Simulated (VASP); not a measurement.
A run of VASP 6.6.1 is set up as follows.

Contents of INCAR:

```
SYSTEM = SrTe
ALGO     = Normal         ! electronic algorithm
EDIFF    = 1E-6           ! SCF threshold, eV
EDIFFG   = -0.01          ! ionic threshold
ENCUT    = 600            ! plane-wave cutoff, eV
GGA      = PS             ! functional
IBRION   = 2              ! ionic algorithm
ISIF     = 3              ! what is computed and relaxed
ISMEAR   = 0              ! smearing method
LASPH    = .True.         ! aspherical terms in the spheres
LCHARG   = .False.        ! write CHGCAR
LREAL    = .False.        ! projectors in reciprocal space
LWAVE    = .False.        ! write WAVECAR
NELM     = 80             ! most SCF steps
NSW      = 90             ! ionic steps
PREC     = Accurate       ! precision mode
SIGMA    = 0.03           ! smearing width, eV
```

KPOINTS

```
k-points
0
Gamma
  8 8 8
  0 0 0
```

POSCAR

```
SrTe
1.0
    0.0000000000      3.3558353100      3.3558353100
    3.3558353100      0.0000000000      3.3558353100
    3.3558353100      3.3558353100      0.0000000000
Te Sr
1 1
Direct
    0.5000000000      0.5000000000      0.5000000000
    0.0000000000      0.0000000000      0.0000000000
```

Potentials or basis: VASP PAW PBE potentials, release 64 (Te, Sr_sv).

The run is started by

```sh
$ cat potpaw_PBE.64/Te/POTCAR potpaw_PBE.64/Sr_sv/POTCAR > POTCAR
$ mpirun -np 1 vasp_std > vasp.out
```

Problem. What does it give for the relaxed volume?

Solution. 36.19 Å³/atom.

Problem. What does it give for the band gap on the k mesh?

Solution. 1.55 eV, indirect (least direct gap 2.32 eV).

Problem. What does it give for the relaxed cell?

Solution. a = 4.678 Å, b = 4.678 Å, c = 4.678 Å, α = 60.00°, β = 60.00°, γ = 60.00°.

The path:
| step | energy change (eV) | largest force (eV/Å) | pressure (GPa) | volume (Å³) |
| --- | --- | --- | --- | --- |
| 1 | 0.0000 | 0.0000 | -1.40 | 75.58 |
| 2 | -0.0145 | 0.0000 | 0.18 | 72.02 |
| 3 | -0.0147 | 0.0000 | 0.00 | 72.37 |

Caveat: the PAW data sets were made with another functional, which shifts forces and pressure a little; spin-orbit coupling is left out, which moves the levels of the heavy elements. A hybrid or GW would open this gap; PBEsol tends to underestimate it.
